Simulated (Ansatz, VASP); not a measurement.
## InAs in VASP and in Ansatz

```xyz
2
Lattice="0.0000 3.0180 3.0180 3.0180 0.0000 3.0180 3.0180 3.0180 0.0000" Properties=species:S:1:pos:R:3 pbc="T T T"
In    0.0000    0.0000    0.0000
As    1.5090    1.5090    1.5090
```

Alike in both runs: task single point; functional PBE; k mesh 6 × 6 × 6; occupations gaussian, width 0.05 eV; no spin polarisation.

|  | VASP | Ansatz |
| --- | --- | --- |
| version | VASP 6.6.1 | Ansatz 0.2.0 |
| potentials or method | VASP PAW PBE potentials, release 64 (In_d, As) | scalar-relativistic, plane waves, PAW |
| plane-wave cutoff (eV) | 520 | 420 |
| valence electrons in the cell | 18 | 28 |

|  | VASP | Ansatz | Ansatz less VASP |
| --- | --- | --- | --- |
| gap on the k mesh at the Fermi level (eV) | none | none | - |
| pressure (GPa) | 4.4 | 4.4 | -0.06 |

A gap of «none» marks a metal or a gap that the smearing closes. With one functional, cell and mesh, what is left measures potentials, basis and numerics. The two sets of potentials don't hold the same shells in valence.

Caveats: this crystal is a semiconductor, whose small gap the functional closes, so the metal is an error of the method.
